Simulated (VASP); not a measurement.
# WS2 (Fm-3m) in VASP: a series of runs, part 2 of 2

VASP 6.6.1.

## 3. Single point, PBE+U, collinear spin, ferromagnetic start

File INCAR:

```
ALGO = Normal
EDIFF = 1E-7
ENCUT = 520
GGA = PE
ISIF = 2
ISMEAR = 0
ISPIN = 2
LASPH = True
LCHARG = True
LDAU = True
LDAUJ = 0 0
LDAUL = 2 -1
LDAUPRINT = 1
LDAUTYPE = 2
LDAUU = 2 0
LELF = True
LMAXMIX = 4
LORBIT = 11
LREAL = False
LVHAR = True
LWAVE = False
MAGMOM = 0.5 0 0
NELM = 60
PREC = Accurate
SIGMA = 0.05
```

File KPOINTS:

```
k-points
0
Gamma
  6 6 6
```

File POSCAR:

```
WS2
1.0
    0.0000000000      3.0079352200      3.0079352200
    3.0079352200      0.0000000000      3.0079352200
    3.0079352200      3.0079352200      0.0000000000
W S
1 2
Direct
    0.0000000000      0.0000000000      0.0000000000
    0.2500000000      0.2500000000      0.2500000000
    0.7500000000      0.7500000000      0.7500000000
```

Potentials or basis: VASP PAW PBE potentials, release 64 (W_sv, S).

Started as:

```console
$ cat potpaw_PBE.64/W_sv/POTCAR potpaw_PBE.64/S/POTCAR > POTCAR
$ mpirun -np 1 vasp_std > vasp.out
```

OUTCAR:

```text
EDIFF = 1E-7
   ENCUT = 520
   GGA = PE
   ISIF = 2
   ISMEAR = 0
   ISPIN = 2
   LASPH = True
   LORBIT = 11
   LREAL = False
   NELM = 60
   PREC = Accurate

 ion  position               nearest neighbor table
   1  0.000  0.000  0.000-   3 2.60   3 2.60   3 2.60   2 2.60   3 2.60   2 2.60   2 2.60   2 2.60

   2  0.250  0.250  0.250-   1 2.60   1 2.60   1 2.60   1 2.60
   3  0.750  0.750  0.750-   1 2.60   1 2.60   1 2.60   1 2.60

  LATTYP: Found a face centered cubic cell.
 ALAT       =     6.0158704400

  Lattice vectors:

 A1 = (   0.0000000000,   3.0079352200,   3.0079352200)
 A2 = (   3.0079352200,   0.0000000000,   3.0079352200)
 A3 = (   3.0079352200,   3.0079352200,   0.0000000000)

Analysis of symmetry for initial positions (statically):
=====================================================================
 Subroutine PRICEL returns:
 Original cell was already a primitive cell.

 Routine SETGRP: Setting up the symmetry group for a
 face centered cubic supercell.

 Subroutine GETGRP returns: Found 48 space group operations
 (whereof 48 operations were pure point group operations)
 out of a pool of 48 trial point group operations.

The static configuration has the point symmetry O_h .

Analysis of symmetry for dynamics (positions and initial velocities):
=====================================================================
 Subroutine PRICEL returns:
 Original cell was already a primitive cell.

 Routine SETGRP: Setting up the symmetry group for a
 face centered cubic supercell.

 Subroutine GETGRP returns: Found 48 space group operations
 (whereof 48 operations were pure point group operations)
 out of a pool of 48 trial point group operations.

The dynamic configuration has the point symmetry O_h .

Analysis of structural, dynamic, and magnetic symmetry:
=====================================================================
 Subroutine PRICEL returns:
 Original cell was already a primitive cell.

 Routine SETGRP: Setting up the symmetry group for a
 face centered cubic supercell.

 Subroutine GETGRP returns: Found 48 space group operations
 (whereof 48 operations were pure point group operations)
 out of a pool of 48 trial point group operations.

The overall configuration has the point symmetry O_h .

 Subroutine INISYM returns: Found 48 space group operations
 (whereof 48 operations are pure point group operations),
 and found     1 'primitive' translations

----------------------------------------------------------------------------------------

                                     Primitive cell

  volume of cell :      54.4296

  direct lattice vectors                    reciprocal lattice vectors
     0.000000000  3.007935220  3.007935220    -0.166226984  0.166226984  0.166226984
[... 141 lines left out ...]
  0.0000  0.0000  0.0000  0.3222 -0.0000
 -0.0000 -0.0000 -0.0000 -0.0000  0.7099

spin component  2

  0.2312 -0.0000  0.0000  0.0000  0.0000
 -0.0000  0.2312 -0.0000  0.0000  0.0000
  0.0000 -0.0000  0.0527  0.0000 -0.0000
  0.0000  0.0000  0.0000  0.2312 -0.0000
  0.0000  0.0000 -0.0000 -0.0000  0.0527

 occupancies and eigenvectors

  o =  0.0527  v =  0.0000  0.0000  0.0000  0.0000  0.0000  0.0000 -0.0000  0.9996  0.0000  0.0265      0.0000  0.0000  0.0000  0.0000  0.0000  0.0000  0.0000  0.0000  0.0000  0.0000
  o =  0.0527  v =  0.0000  0.0000  0.0000  0.0000  0.0000  0.0000  0.0000  0.0265  0.0000 -0.9996      0.0000  0.0000  0.0000  0.0000  0.0000  0.0000  0.0000  0.0000  0.0000  0.0000
  o =  0.2312  v =  0.0000  0.0000  0.0000  0.0000  0.0000  1.0000  0.0000  0.0000  0.0000  0.0000      0.0000  0.0000  0.0000  0.0000  0.0000  0.0000  0.0000  0.0000  0.0000  0.0000
  o =  0.2312  v =  0.0000  0.0000  0.0000  0.0000  0.0000  0.0000  0.9903  0.0000  0.1390  0.0000      0.0000  0.0000  0.0000  0.0000  0.0000  0.0000  0.0000  0.0000  0.0000  0.0000
  o =  0.2312  v =  0.0000  0.0000  0.0000  0.0000  0.0000  0.0000 -0.1390 -0.0000  0.9903  0.0000      0.0000  0.0000  0.0000  0.0000  0.0000  0.0000  0.0000  0.0000  0.0000  0.0000
  o =  0.3222  v =  1.0000  0.0000  0.0000  0.0000  0.0000  0.0000  0.0000  0.0000  0.0000  0.0000      0.0000  0.0000  0.0000  0.0000  0.0000  0.0000  0.0000  0.0000  0.0000  0.0000
  o =  0.3222  v =  0.0000 -0.9480 -0.0000 -0.3184 -0.0000  0.0000  0.0000  0.0000  0.0000  0.0000      0.0000  0.0000  0.0000  0.0000  0.0000  0.0000  0.0000  0.0000  0.0000  0.0000
  o =  0.3222  v =  0.0000 -0.3184 -0.0000  0.9480  0.0000  0.0000  0.0000  0.0000  0.0000  0.0000      0.0000  0.0000  0.0000  0.0000  0.0000  0.0000  0.0000  0.0000  0.0000  0.0000
  o =  0.7099  v =  0.0000 -0.0000  0.9999  0.0000  0.0127  0.0000  0.0000  0.0000  0.0000  0.0000      0.0000  0.0000  0.0000  0.0000  0.0000  0.0000  0.0000  0.0000  0.0000  0.0000
  o =  0.7099  v =  0.0000 -0.0000  0.0127  0.0000 -0.9999  0.0000  0.0000  0.0000  0.0000  0.0000      0.0000  0.0000  0.0000  0.0000  0.0000  0.0000  0.0000  0.0000  0.0000  0.0000

 number of electron      26.0000000 magnetization       1.9296634

 Free energy of the ion-electron system (eV)
  ---------------------------------------------------
  ext. energy  EPLUGINS =         0.00000000
  ---------------------------------------------------
  free energy    TOTEN  =       -19.46970080 eV

  energy without entropy =      -19.46872213  energy(sigma->0) =      -19.46921147

 E-fermi :   7.8299     XC(G=0): -10.9337

 val. band max:        7.8195203776   @ k =  -0.3333   0.5000   0.1667
 cond. band min:       7.9149604436   @ k =   0.5000   0.3333   0.0000
 fundamental gap:      0.0954400660
 Fermi energy:         7.8299412650

 spin component 1

 k-point     1 :       0.0000    0.0000    0.0000
  band No.  band energies     occupation
      1     -67.8194      1.00000
      2     -32.0739      1.00000
      3     -32.0739      1.00000
      4     -32.0739      1.00000
      5      -7.8729      1.00000
      6      -3.4939      1.00000
[... 296 lines left out ...]
      3     -32.0833      1.00000
      4     -32.0804      1.00000
      5      -5.7891      1.00000
      6      -5.4383      1.00000
[... 9 lines left out ...]
     16       9.6055      0.00000
     17      10.9943      0.00000
 Fermi energy:         7.8299412650

 spin component 2

 k-point     1 :       0.0000    0.0000    0.0000
  band No.  band energies     occupation
      1     -67.0534      1.00000
      2     -31.0361      1.00000
      3     -31.0361      1.00000
      4     -31.0361      1.00000
      5      -7.8084      1.00000
      6      -3.5947      1.00000
[... 297 lines left out ...]
      4     -31.0429      1.00000
      5      -5.8267      1.00000
      6      -5.4592      1.00000
[... 9 lines left out ...]
     16      10.2515      0.00000
     17      11.3905      0.00000

------------------------ aborting loop because EDIFF is reached ----------------------------------------

  FORCE on cell =-STRESS in cart. coord.  units (eV):
  Direction    XX          YY          ZZ          XY          YZ          ZX
  --------------------------------------------------------------------------------------
  -------------------------------------------------------------------------------------
  Total       -0.6810133     -0.6810133     -0.6810133     -0.0000000      0.0000000     -0.0000000
  in kB      -20.0461379    -20.0461379    -20.0461379     -0.0000000      0.0000000     -0.0000000
  external PRESSURE =     -20.0461379 kB  Pullay stress =       0.0000000 kB

 VOLUME and BASIS-vectors are now :
 -----------------------------------------------------------------------------
  energy-cutoff  :      520.00
  volume of cell :       54.43
      direct lattice vectors                 reciprocal lattice vectors
     0.000000000  3.007935220  3.007935220    -0.166226984  0.166226984  0.166226984
     3.007935220  0.000000000  3.007935220     0.166226984 -0.166226984  0.166226984
     3.007935220  3.007935220  0.000000000     0.166226984  0.166226984 -0.166226984

 POSITION                                       TOTAL-FORCE (eV/Angst)
 -----------------------------------------------------------------------------------
      0.00000      0.00000      0.00000        -0.000000     -0.000000     -0.000000
      1.50397      1.50397      1.50397        -0.000000      0.000000      0.000000
      4.51190      4.51190      4.51190         0.000000      0.000000     -0.000000
 -----------------------------------------------------------------------------------
    total drift:                                0.000000     -0.000000      0.000000

  FREE ENERGIE OF THE ION-ELECTRON SYSTEM (eV)
  ---------------------------------------------------
  free  energy   TOTEN  =       -19.4697008047 eV

  energy  without entropy=      -19.4687221268  energy(sigma->0) =      -19.46921147

 total charge

# of ion       s       p       d       tot
------------------------------------------
    1        2.301   6.219   3.142  11.662
    2        1.349   2.358   0.000   3.707
    3        1.349   2.358   0.000   3.707
--------------------------------------------------
tot          4.998  10.935   3.142  19.075

 magnetization (x)

# of ion       s       p       d       tot
------------------------------------------
    1        0.046   0.041   1.572   1.658
    2       -0.005  -0.072   0.000  -0.076
    3       -0.005  -0.072   0.000  -0.076
--------------------------------------------------
tot          0.036  -0.102   1.572   1.505
```

stdout:

```text
POSCAR found type information on POSCAR W S
 POSCAR found :  2 types and       3 ions
 scaLAPACK will be used
 LDA part: xc-table for (Slater+PW92), standard interpolation
 POSCAR, INCAR and KPOINTS ok, starting setup
 FFT: planning ... GRIDC
 FFT: planning ... GRID_SOFT
 FFT: planning ... GRID
 WAVECAR not read
 entering main loop
```

Wall time 45 s (1 thread of AMD EPYC 7R43 (Zen 3), shared host); peak memory 0.17 GiB.

What came out:

```yaml
Free_energy: -19.4697 eV
Pressure: -2.0 GPa
Band_gap_on_the_k_mesh: none (metal or under the smearing width)
Net_moment: 1.93 μB per cell
Site_moments: W +1.66; S -0.08 μB
Valence_electrons_inside_the_program's_atomic_spheres: W 11.66; S 3.71
```

Eigenvalues of the final occupation matrices:
```csv
site,spin,trace,eigenvalues
site 1 d,1,2.39,0.32 0.32 0.32 0.71 0.71
site 1 d,2,0.80,0.05 0.05 0.23 0.23 0.23
```

Spin-orbit coupling is left out, which matters for the levels of W. The state reached can hang on the start; a lower one may exist.

## 4. Single point, PBE+U, collinear spin, random start

File INCAR:

```
ALGO = Normal
EDIFF = 1E-6
ENCUT = 520
GGA = PE
ISIF = 2
ISMEAR = 0
ISPIN = 2
LASPH = True
LCHARG = False
LDAU = True
LDAUJ = 0 0
LDAUL = 2 -1
LDAUPRINT = 1
LDAUTYPE = 2
LDAUU = 2 0
LMAXMIX = 4
LORBIT = 11
LREAL = False
LWAVE = False
MAGMOM = 0.45 0 0
NBANDS = 24
NELM = 100
PREC = Accurate
SIGMA = 0.05
```

KPOINTS is that of step 3.

POSCAR is that of step 3.

Started as:

```console
$ cat potpaw_PBE.64/W_sv/POTCAR potpaw_PBE.64/S/POTCAR > POTCAR
$ mpirun -np 1 vasp_std > vasp.out
```

Wall time 60 s (1 thread of AMD EPYC 7R43 (Zen 3), shared host); peak memory 0.18 GiB.

The run converged. Its results:

```yaml
Free_energy: -19.4697 eV
Pressure: -2.0 GPa
Band_gap_on_the_k_mesh: none (metal or under the smearing width)
Net_moment: 1.93 μB per cell
Site_moments: W +1.66; S -0.08 μB
Valence_electrons_inside_the_program's_atomic_spheres: W 11.66; S 3.71
```

Levels at points of the mesh, in eV from the Fermi level:
Spin up:
| k point | band 10 | band 11 | band 12 | band 13 | band 14 | band 15 | band 16 | band 17 | band 18 | band 19 |
| --- | --- | --- | --- | --- | --- | --- | --- | --- | --- | --- |
| (0.00, 0.00, 0.00) | -2.53 | -2.53 | -1.19 | -1.19 | -1.19 | 3.78 | 3.78 | 3.78 | 3.85 | 3.93 |
| (0.50, 0.00, 0.00) | -3.56 | -3.52 | -3.52 | -1.91 | -1.91 | 0.89 | 3.26 | 3.26 | 6.13 | 6.23 |
| (0.50, 0.50, 0.00) | -3.13 | -3.13 | -2.54 | -1.68 | 0.24 | 1.01 | 2.82 | 2.82 | 4.35 | 6.67 |
Spin down:
| k point | band 10 | band 11 | band 12 | band 13 | band 14 | band 15 |
| --- | --- | --- | --- | --- | --- | --- |
| (0.00, 0.00, 0.00) | -1.21 | -1.21 | -1.21 | -0.02 | -0.02 | 4.49 |
| (0.50, 0.00, 0.00) | -3.53 | -3.47 | -3.47 | 0.41 | 0.41 | 1.79 |
| (0.50, 0.50, 0.00) | -2.61 | -2.61 | -0.60 | 0.16 | 1.35 | 1.96 |

Eigenvalues of the final occupation matrices:
```
    site  spin  trace               eigenvalues
site 1 d     1   2.39  0.32 0.32 0.32 0.71 0.71
site 1 d     2   0.80  0.05 0.05 0.23 0.23 0.23
```

## 5. Single point, PBE+U, collinear spin, ferromagnetic start

File INCAR:

```
SYSTEM = WS2
PREC = Accurate ; ENCUT = 520
EDIFF = 1E-6 ; ISMEAR = 0
SIGMA = 0.05 ; LREAL = .False.
LASPH = .True. ; NELM = 80
ALGO = Normal ; ISIF = 2
LWAVE = .False. ; LCHARG = .False.
ISPIN = 2 ; MAGMOM = 0.5 0 0
LORBIT = 11 ; NUPDOWN = 2
LMAXMIX = 4 ; LDAU = .True.
LDAUTYPE = 2 ; LDAUL = 2 -1
LDAUU = 2 0 ; LDAUJ = 0 0
LDAUPRINT = 1 ; GGA = PE
```

File KPOINTS:

```
regular mesh
0
Gamma
  6 6 6
  0 0 0
```

POSCAR is that of step 4.

Started as:

```console
$ cat potpaw_PBE.64/W_sv/POTCAR potpaw_PBE.64/S/POTCAR > POTCAR
$ mpirun -np 1 vasp_std > vasp.out
```

Run time: 43 s. Hardware: 1 thread of AMD EPYC 7R43 (Zen 3), shared host; peak memory 0.18 GiB.

The run converged. Its results:

```yaml
Free_energy: -19.4646 eV
Pressure: -1.9 GPa
Net_moment: 2.00 μB per cell
Site_moments: W +1.65; S -0.05 μB
Valence_electrons_inside_the_program's_atomic_spheres: W 11.66; S 3.71
```

Eigenvalues of the final occupation matrices:
| site | spin | trace | eigenvalues |
| --- | --- | --- | --- |
| site 1 d | 1 | 2.38 | 0.32 0.32 0.32 0.71 0.71 |
| site 1 d | 2 | 0.80 | 0.05 0.05 0.23 0.23 0.23 |

Caveat: the moment is held away from its start; the total moment is fixed, so each spin has its own Fermi level.

## 6. The runs side by side

| spin | U | fixed moment (μB) | gap on the mesh (eV) | pressure (GPa) | moment (μB) |
| --- | --- | --- | --- | --- | --- |
| collinear, ferromagnetic start | W d U = 4 eV | 0 | - | -6.5 | 0.00 |
| collinear, ferromagnetic start | W d U = 2 eV | - | none | -2.0 | 1.93 |
| collinear, random start | W d U = 2 eV | - | none | -2.0 | 1.93 |
| collinear, ferromagnetic start | W d U = 2 eV | 2 | - | -1.9 | 2.00 |

Alike in all rows: task single point; level PBE+U; potentials or basis VASP PAW PBE potentials, release 64 (W_sv, S); cell as given; k mesh 6 × 6 × 6; cutoff (eV) 520; smearing gaussian 0.05 eV.

Caveats: the total moment is fixed, so each spin has its own Fermi level (some runs); the moment is held away from its start (some runs).

Absolute energies hang on the potentials; compare differences alone.
